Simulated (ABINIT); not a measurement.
# C in ABINIT: further runs, part 2 of 2

ABINIT 10.8.3 (patched build). Earlier steps stand in the parts before.

### 3 Single point, LDA

run.abi

```
# Pseudopotentials
pp_dirpath "./"
pseudos "C.upf"

# Structure
acell 3*1.0 Angstrom
rprim
     2.4562275060     0.0000000000     0.0000000000
    -1.2281137530     2.1271554177     0.0000000000
     0.0000000000     0.0000000000    24.1339601687
ntypat 1
znucl 6
natom 4
typat 1 1 1 1
xred
     0.6666666667     0.3333333333     0.5704754400
     0.3333333333     0.6666666667     0.4295245600
     0.0000000000     0.0000000000     0.4295312300
     0.0000000000     0.0000000000     0.5704687700

# Plane-wave basis
ecut 31.0

# k points
kptopt 1
ngkpt 9 9 2
nshiftk 1
shiftk 0.0 0.0 0.0

# Exchange and correlation
ixc 7

# Bands and occupations
nband 12
occopt 3
tsmear 0.05 eV

# SCF cycle
nstep 100
tolvrs 1.0e-10

# Output
iomode 3
prtwf 0
prtden 0
prteig 0
prtebands 0
prtvol 2
```

Potentials or basis: PseudoDojo NC SR LDA v0.4.1 standard.

Run with:

```sh
mpirun --bind-to none -np 4 abinit run.abi > log 2>&1
```

run.abo:

```text
.Version 10.8.3 of ABINIT
 Symmetries : space group P-3 m 1 (#164); Bravais hP (primitive hexag.)
================================================================================
 Values of the parameters that define the memory need of the present run
     intxc =       0    ionmov =       0      iscf =       7    lmnmax =       4
     lnmax =       4     mgfft =     240  mpssoang =       2    mqgrid =   11431
     natom =       4  nloc_mem =       1    nspden =       1   nspinor =       1
    nsppol =       1      nsym =      12    n1xccc =    2501    ntypat =       1
    occopt =       3   xclevel =       1
       mpw =        7052          nfft =      138240          nkpt =          24
================================================================================
================================================================================

--------------------------------------------------------------------------------
------------- Echo of variables that govern the present computation ------------
--------------------------------------------------------------------------------
 -outvars: echo values of preprocessed input variables --------
            acell      1.8897261259E+00  1.8897261259E+00  1.8897261259E+00 Bohr
              amu      1.20110000E+01
             ecut      3.10000000E+01 Hartree
              ixc           7
         kptrlatt        9    0    0      0    9    0      0    0    2
          kptrlen      4.17743756E+01
            natom           4
            nband          12
            ngfft          24      24     240
             nkpt          24
            nstep         100
             nsym          12
           ntypat           1
           occopt           3
           prtden           0
        prtebands           0
           prteig           0
           prtvol           2
            prtwf           0
            rprim      2.4562275060E+00  0.0000000000E+00  0.0000000000E+00
                      -1.2281137530E+00  2.1271554177E+00  0.0000000000E+00
                       0.0000000000E+00  0.0000000000E+00  2.4133960169E+01
          spgroup         164
           tolvrs      1.00000000E-10
           tsmear      1.83746611E-03 Hartree
            typat      1  1  1  1
           xangst      1.2281137530E+00  7.0905180590E-01  1.3767831546E+01
                      -8.3143482635E-17  1.4181036118E+00  1.0366128623E+01
                      -1.5907268597E-16 -1.9680141014E-16  1.0366289596E+01
                      -1.5907268597E-16 -1.9680141014E-16  1.3767670573E+01
            xcart      2.3207986446E+00  1.3399137222E+00  2.6017430970E+01
                      -1.5711841133E-16  2.6798274445E+00  1.9589144082E+01
                      -3.0060381059E-16 -3.7190076636E-16  1.9589448278E+01
                      -3.0060381059E-16 -3.7190076636E-16  2.6017126774E+01
             xred      6.6666666667E-01  3.3333333333E-01  5.7047544000E-01
                       3.3333333333E-01  6.6666666667E-01  4.2952456000E-01
                      -1.1102230246E-16 -9.2518585385E-17  4.2953123000E-01
                      -1.1102230246E-16 -9.2518585385E-17  5.7046877000E-01
            znucl        6.00000

================================================================================

 chkinp: Checking input parameters for consistency.

================================================================================
== DATASET  1 ==================================================================
[... 213 lines left out ...]
    4     -0.00000000000000    -0.00000000000000    13.76767057266728

 cartesian forces (hartree/bohr) at end:
    1      0.00000000000000    -0.00000000000000    -0.00003696431473
    2     -0.00000000000000     0.00000000000000     0.00003696431473
    3     -0.00000000000000    -0.00000000000000     0.00066903051154
    4      0.00000000000000     0.00000000000000    -0.00066903051154
 frms,max,avg= 2.7354713E-04 6.6903051E-04   0.000E+00  0.000E+00  0.000E+00 h/b

 cartesian forces (eV/Angstrom) at end:
    1      0.00000000000000    -0.00000000000000    -0.00190078148768
    2     -0.00000000000000     0.00000000000000     0.00190078148768
    3     -0.00000000000000    -0.00000000000000     0.03440293213140
    4      0.00000000000000     0.00000000000000    -0.03440293213140
 frms,max,avg= 1.4066359E-02 3.4402932E-02   0.000E+00  0.000E+00  0.000E+00 e/A
 length scales=  1.889726125908  1.889726125908  1.889726125908 bohr
              =  1.000000000000  1.000000000000  1.000000000000 angstroms
 Fermi (or HOMO) energy (hartree) =  -0.07085   Average Vxc (hartree)=  -0.12523
 Eigenvalues (hartree) for nkpt=  24  k points:
 kpt#   1, nband= 12, wtk=  0.00617, kpt=  0.0000  0.0000  0.0000 (reduced coord)
  -0.78646   -0.78118   -0.37181   -0.33699   -0.18117   -0.18117   -0.18091   -0.18091
   0.05655    0.07574    0.09839    0.12279
      occupation numbers for kpt#   1
   2.00000    2.00000    2.00000    2.00000    2.00000    2.00000    2.00000    2.00000
   0.00000    0.00000    0.00000    0.00000
 kpt#   2, nband= 12, wtk=  0.03704, kpt=  0.1111  0.0000  0.0000 (reduced coord)
  -0.77570   -0.77053   -0.35869   -0.32425   -0.22183   -0.22113   -0.20269   -0.20216
   0.07088    0.09037    0.11339    0.13769
      occupation numbers for kpt#   2
   2.00000    2.00000    2.00000    2.00000    2.00000    2.00000    2.00000    2.00000
   0.00000    0.00000    0.00000    0.00000
 kpt#   3, nband= 12, wtk=  0.03704, kpt=  0.2222  0.0000  0.0000 (reduced coord)
  -0.74363   -0.73875   -0.31985   -0.31519   -0.31373   -0.28675   -0.24596   -0.24517
   0.11382    0.13397    0.15834    0.18220
      occupation numbers for kpt#   3
   2.00000    2.00000    2.00000    2.00000    2.00000    2.00000    2.00000    2.00000
[... 112 lines left out ...]
      occupation numbers for kpt#  22
   2.00000    2.00000    2.00000    2.00000    2.00000    2.00000    2.00000    2.00000
   0.00000    0.00000    0.00000    0.00000
 kpt#  23, nband= 12, wtk=  0.07407, kpt=  0.3333  0.2222  0.5000 (reduced coord)
  -0.59120   -0.58780   -0.50151   -0.49910   -0.40877   -0.40704   -0.14798   -0.12757
  -0.01271   -0.00199    0.31865    0.31998
      occupation numbers for kpt#  23
   2.00000    2.00000    2.00000    2.00000    2.00000    2.00000    2.00000    2.00000
   0.00000    0.00000    0.00000    0.00000
 kpt#  24, nband= 12, wtk=  0.01235, kpt=  0.3333  0.3333  0.5000 (reduced coord)
  -0.52917   -0.52748   -0.52748   -0.52595   -0.46318   -0.46318   -0.08229   -0.07085
  -0.07085   -0.05875    0.30967    0.30967
      occupation numbers for kpt#  24
   2.00000    2.00000    2.00000    2.00000    2.00000    2.00000    1.99606    1.00021
   1.00021    0.00276    0.00000    0.00000
 Total charge density [el/Bohr^3]
)     Maximum=    3.3531E-01  at reduced coord.    0.9167    0.8333    0.5708
)Next maximum=    3.3531E-01  at reduced coord.    0.9167    0.0833    0.5708
)     Minimum=    0.0000E+00  at reduced coord.    0.0000    0.0000    0.0000
)Next minimum=    0.0000E+00  at reduced coord.    0.0417    0.0000    0.0000
   Integrated=    1.6000E+01

--- !EnergyTerms
iteration_state     : {dtset: 1, }
comment             : Components of total free energy in Hartree
kinetic             :  1.69204670247835E+01
hartree             :  1.87759284448858E+02
xc                  : -8.55619591055208E+00
Ewald energy        :  1.68949937777405E+02
psp_core            :  3.27249543011668E-01
local_psp           : -3.88223861827506E+02
non_local_psp       : -1.29600401685562E+00
internal            : -2.41191229608558E+01
'-kT*entropy'       : -1.28019178731184E-04
total_energy        : -2.41192509800346E+01
total_energy_eV     : -6.56318254381476E+02
band_energy         : -6.48615109204491E+00
...

 Cartesian components of stress tensor (hartree/bohr^3)
  sigma(1 1)=  7.26126264E-05  sigma(3 2)=  0.00000000E+00
  sigma(2 2)=  7.26126264E-05  sigma(3 1)=  0.00000000E+00
  sigma(3 3)=  4.30663982E-05  sigma(2 1)=  0.00000000E+00

-Cartesian components of stress tensor (GPa)         [Pressure= -1.8466E+00 GPa]
- sigma(1 1)=  2.13633722E+00  sigma(3 2)=  0.00000000E+00
- sigma(2 2)=  2.13633722E+00  sigma(3 1)=  0.00000000E+00
- sigma(3 3)=  1.26705718E+00  sigma(2 1)=  0.00000000E+00

== END DATASET(S) ==============================================================
================================================================================

 -outvars: echo values of variables after computation  --------
            acell      1.8897261259E+00  1.8897261259E+00  1.8897261259E+00 Bohr
           etotal     -2.4119250980E+01
            fcart      9.2817883340E-28 -1.0717685986E-27 -3.6964314732E-05
                      -4.6408941670E-28  1.3397107483E-27  3.6964314732E-05
                      -9.2817883340E-28 -5.3588429931E-28  6.6903051154E-04
                       4.6408941670E-28  2.6794214966E-28 -6.6903051154E-04
            rprim      2.4562275060E+00  0.0000000000E+00  0.0000000000E+00
                      -1.2281137530E+00  2.1271554177E+00  0.0000000000E+00
                       0.0000000000E+00  0.0000000000E+00  2.4133960169E+01
           strten      7.2612626368E-05  7.2612626355E-05  4.3066398164E-05
                       0.0000000000E+00  0.0000000000E+00  0.0000000000E+00
           xangst      1.2281137530E+00  7.0905180590E-01  1.3767831546E+01
                      -8.3143482635E-17  1.4181036118E+00  1.0366128623E+01
                      -1.5907268597E-16 -1.9680141014E-16  1.0366289596E+01
                      -1.5907268597E-16 -1.9680141014E-16  1.3767670573E+01
             xred      6.6666666667E-01  3.3333333333E-01  5.7047544000E-01
                       3.3333333333E-01  6.6666666667E-01  4.2952456000E-01
                      -1.1102230246E-16 -9.2518585385E-17  4.2953123000E-01
                      -1.1102230246E-16 -9.2518585385E-17  5.7046877000E-01
 Calculation completed.
```

Run time: 53 s. Hardware: 4 MPI ranks of Intel Xeon Platinum 8124M at 3.00GHz (Skylake/Cascade Lake), shared host; peak memory 0.36 GiB.

Results:

- Free energy: -656.3183 eV
- Largest force: 0.034 eV/Å
- Band gap on the k mesh: none (metal or under the smearing width)
- All electrons inside the program's atomic spheres: C 4.77, 4.76 (radii [1.0584] Å)

Forces on the atoms (eV/Å):
```
C    0.000  0.000 -0.002
C    0.000  0.000  0.002
C    0.000  0.000  0.034
C    0.000  0.000 -0.034
```

Caveat: the cutoff is too short for stress, so the log's stress isn't used.

### 4 Single point, LDA

run.abi

```
# Pseudopotentials
pp_dirpath "./"
pseudos "C.upf"

# Structure
acell 4.6415972861 4.6415972862 45.6065750215
rprim
     1.0000000000     0.0000000000     0.0000000000
    -0.5000000000     0.8660254038     0.0000000000
     0.0000000000     0.0000000000     1.0000000000
ntypat 1
znucl 6
natom 4
typat 1 1 1 1
xcart
     1.2281137531     0.7090518058    13.7678315462
    -0.0000000001     1.4181036119    10.3661286225
     0.0000000000     0.0000000000    10.3662895960
     0.0000000000     0.0000000000    13.7676705727 Angstrom

# Plane-wave basis
ecut 31.0

# k points
kptopt 1
ngkpt 9 9 2
nshiftk 1
shiftk 0.0 0.0 0.0

# Exchange and correlation
ixc 7

# Bands and occupations
nband 12
occopt 3
tsmear 0.00183747

# SCF cycle
nstep 100
tolvrs 1.0e-10

# Output
iomode 3
prtwf 0
prtden 0
prteig 0
prtebands 0
enunit 2
```

Potentials or basis: PseudoDojo NC SR LDA v0.4.1 standard.

Run with:

```sh
mpirun --bind-to none -np 4 abinit run.abi > log 2>&1
```

run.abo:

```text
.Version 10.8.3 of ABINIT
 Symmetries : space group P-3 m 1 (#164); Bravais hP (primitive hexag.)
================================================================================
 Values of the parameters that define the memory need of the present run
     intxc =       0    ionmov =       0      iscf =       7    lmnmax =       4
     lnmax =       4     mgfft =     240  mpssoang =       2    mqgrid =   11431
     natom =       4  nloc_mem =       1    nspden =       1   nspinor =       1
    nsppol =       1      nsym =      12    n1xccc =    2501    ntypat =       1
    occopt =       3   xclevel =       1
       mpw =        7052          nfft =      138240          nkpt =          24
================================================================================
================================================================================

--------------------------------------------------------------------------------
------------- Echo of variables that govern the present computation ------------
--------------------------------------------------------------------------------
 -outvars: echo values of preprocessed input variables --------
            acell      4.6415972861E+00  4.6415972862E+00  4.5606575021E+01 Bohr
              amu      1.20110000E+01
             ecut      3.10000000E+01 Hartree
           enunit           2
              ixc           7
         kptrlatt        9    0    0      0    9    0      0    0    2
          kptrlen      4.17743756E+01
            natom           4
[... 224 lines left out ...]
'-kT*entropy'       : -1.28019475849612E-04
total_energy        : -2.41192509804155E+01
total_energy_eV     : -6.56318254391842E+02
band_energy         : -6.48615109090601E+00
...

 Cartesian components of stress tensor (hartree/bohr^3)
  sigma(1 1)=  7.26126182E-05  sigma(3 2)=  0.00000000E+00
  sigma(2 2)=  7.26126182E-05  sigma(3 1)=  0.00000000E+00
  sigma(3 3)=  4.30663977E-05  sigma(2 1)=  5.68687289E-15

-Cartesian components of stress tensor (GPa)         [Pressure= -1.8466E+00 GPa]
- sigma(1 1)=  2.13633698E+00  sigma(3 2)=  0.00000000E+00
- sigma(2 2)=  2.13633698E+00  sigma(3 1)=  0.00000000E+00
- sigma(3 3)=  1.26705717E+00  sigma(2 1)=  1.67313577E-10

== END DATASET(S) ==============================================================
================================================================================

 -outvars: echo values of variables after computation  --------
            acell      4.6415972861E+00  4.6415972862E+00  4.5606575021E+01 Bohr
           etotal     -2.4119250980E+01
            fcart     -2.5524917936E-27 -6.8325248207E-27 -3.6964316238E-05
                       2.3204470851E-28  1.2057396742E-27  3.6964316238E-05
                       1.1602235425E-27  4.9569297719E-27  6.6903048840E-04
                       1.1602235425E-27  6.6985537459E-28 -6.6903048840E-04
            rprim      1.0000000000E+00  0.0000000000E+00  0.0000000000E+00
                      -5.0000000000E-01  8.6602540380E-01  0.0000000000E+00
                       0.0000000000E+00  0.0000000000E+00  1.0000000000E+00
           strten      7.2612618206E-05  7.2612618170E-05  4.3066397727E-05
                       0.0000000000E+00  0.0000000000E+00  5.6868728891E-15
           xangst      1.2281137526E+00  7.0905180613E-01  1.3767831546E+01
                       4.1384074235E-10  1.4181036116E+00  1.0366128622E+01
                       4.3147975186E-10  6.9735816048E-10  1.0366289596E+01
                       4.3147975186E-10  6.9735816048E-10  1.3767670573E+01
             xred      6.6666666701E-01  3.3333333366E-01  5.7047544039E-01
                       3.3333333367E-01  6.6666666699E-01  4.2952456029E-01
                       3.3958567440E-10  3.2783601759E-10  4.2953123029E-01
                       3.3958567440E-10  3.2783601759E-10  5.7046877039E-01
 Calculation completed.
```

Run time: 29 s. Hardware: 4 MPI ranks of Intel Xeon 6975P-C (Granite Rapids), shared host; peak memory 0.36 GiB.

Results:

```
Free energy                                       : -656.3183 eV
Largest force                                     : 0.034 eV/Å
Band gap on the k mesh                            : none (metal or under the smearing width)
All electrons inside the program's atomic spheres : C 4.77, 4.76 (radii [1.0584] Å)
```

Forces on the atoms (eV/Å):
```
C    0.000  0.000 -0.002
C    0.000  0.000  0.002
C    0.000  0.000  0.034
C    0.000  0.000 -0.034
```

Levels at points of the mesh, in eV from the Fermi level:
```
           k point  band 4  band 5  band 6  band 7  band 8  band 9  band 10  band 11  band 12
(0.00, 0.00, 0.00)   -7.24   -3.00   -3.00   -2.99   -2.99    3.47     3.99     4.61     5.27
(0.00, 0.00, 0.50)   -7.24   -3.00   -3.00   -3.00   -3.00    3.47     3.98     4.69     5.03
```

Caveat: the cutoff is too short for stress, so the log's stress isn't used.

### 5 Relaxation of cell and atoms, LDA

run.abi

```
pp_dirpath "./"
pseudos "C.upf"

acell 4.6415972861 4.6415972862 45.6065750215
rprim
     1.0000000000     0.0000000000     0.0000000000
    -0.5000000000     0.8660254038     0.0000000000
     0.0000000000     0.0000000000     1.0000000000
ntypat 1
znucl 6
natom 4
typat 1 1 1 1
chkprim 0
chksymtnons 0
tolsym 1.0e-6
xred
            2/3            1/3   0.5704754400
            1/3            2/3   0.4295245600
            0.0            0.0   0.4295312300
            0.0            0.0   0.5704687700

ecut 41.0
ecutsm 0.5

kptopt 1
ngkpt 9 9 2
nshiftk 1
shiftk 0.0 0.0 0.0

ixc 7

nband 12
occopt 3
tsmear 0.00183747

nstep 80
tolvrs 1.0e-12

iomode 3
prteig 0
prtebands 0
prtwf 0
prtden 0

ionmov 2
optcell 2
ntime 50
tolmxf 2.0e-5
dilatmx 1.08
```

Potentials or basis: PseudoDojo NC SR LDA v0.4.1 standard.

Run with:

```sh
mpirun --bind-to none -np 4 abinit run.abi > log 2>&1
```

run.abo:

```text
.Version 10.8.3 of ABINIT
 Symmetries : space group P-3 m 1 (#164); Bravais hP (primitive hexag.)
================================================================================
 Values of the parameters that define the memory need of the present run
     intxc =       0    ionmov =       2      iscf =       7    lmnmax =       4
     lnmax =       4     mgfft =     288  mpssoang =       2    mqgrid =   14198
     natom =       4  nloc_mem =       1    nspden =       1   nspinor =       1
    nsppol =       1      nsym =      12    n1xccc =    2501    ntypat =       1
    occopt =       3   xclevel =       1
       mpw =       13518          nfft =      259200          nkpt =          24
================================================================================
================================================================================

--------------------------------------------------------------------------------
------------- Echo of variables that govern the present computation ------------
[... 1188 lines left out ...]
 -outvars: echo values of variables after computation  --------
            acell      4.6278975264E+00  4.6278975265E+00  4.4549490165E+01 Bohr
           etotal     -2.4124441379E+01
            fcart     -6.9819486049E-28  1.7467796261E-27 -6.1578614480E-06
                       1.1636581008E-27  2.8217209345E-27  6.1578614480E-06
                       2.3273162016E-28 -9.4057364481E-28  4.8328790995E-06
                      -6.9819486049E-28 -3.6279269157E-27 -4.8328790995E-06
            rprim      1.0000000000E+00  0.0000000000E+00  0.0000000000E+00
                      -4.9999999999E-01  8.6602540379E-01  0.0000000000E+00
                       0.0000000000E+00  0.0000000000E+00  1.0000000000E+00
           strten     -6.6504234959E-08 -6.6504267183E-08  6.9639113258E-08
                       0.0000000000E+00  0.0000000000E+00  5.0721439938E-15
           xangst      1.2244889518E+00  7.0695902599E-01  1.3422877777E+01
                      -1.7587370153E-11  1.4139180520E+00  1.0151697160E+01
                      -6.1732700560E-17  1.0323440761E-27  1.0153099758E+01
                      -6.1732700561E-17 -1.2617752348E-27  1.3421475179E+01
             xred      6.6666666667E-01  3.3333333333E-01  5.6937941883E-01
                       3.3333333333E-01  6.6666666667E-01  4.3062058117E-01
                      -2.5207536771E-17  4.8675337520E-28  4.3068007737E-01
                      -2.5207536772E-17 -5.9493086510E-28  5.6931992263E-01
 Calculation completed.
```

Wall time 9.8 min (4 MPI ranks of Arm Neoverse V2, shared host); peak memory 0.56 GiB.

What came out:

```yaml
Free_energy: -656.4595 eV
Relaxed_volume: 30.61 Å³/atom
Relaxed_cell: a = 2.449 Å, b = 2.449 Å, c = 23.575 Å, α = 90.00°, β = 90.00°, γ = 120.00°
Space_group_after_relaxing_to_0.05_Å: P-3m1 (No. 164)
Energy_gained_by_relaxing: 1.2 meV/atom
Ionic_steps: 7
Band_gap_on_the_k_mesh: none (metal or under the smearing width)
```

Step by step:
| step | energy change (eV) | largest force (eV/Å) | pressure (GPa) | volume (Å³) |
| --- | --- | --- | --- | --- |
| 1 | 0.0000 | 0.0337 | -0.73 | 126.09 |
| 2 | -0.0014 | 0.0278 | -0.49 | 125.81 |
| 3 | -0.0025 | 0.0176 | -0.03 | 125.27 |
| 4 | -0.0025 | 0.0176 | -0.03 | 125.25 |
| 5 | -0.0043 | 0.0119 | 0.06 | 121.09 |
| 6 | -0.0049 | 0.0029 | 0.00 | 122.75 |
| 7 | -0.0050 | 0.0003 | 0.00 | 122.45 |

Final structure:
```cif
data_structure
_symmetry_space_group_name_H-M 'P 1'
_symmetry_Int_Tables_number 1
_cell_length_a 2.4490
_cell_length_b 2.4490
_cell_length_c 23.5746
_cell_angle_alpha 90.000
_cell_angle_beta 90.000
_cell_angle_gamma 120.000
_cell_volume 122.45
loop_
_atom_site_label
_atom_site_type_symbol
_atom_site_fract_x
_atom_site_fract_y
_atom_site_fract_z
_atom_site_occupancy
C1 C 0.66667 0.33333 0.56938 1
C2 C 0.33333 0.66667 0.43062 1
C3 C 0.00000 0.00000 0.43068 1
C4 C 0.00000 0.00000 0.56932 1
```
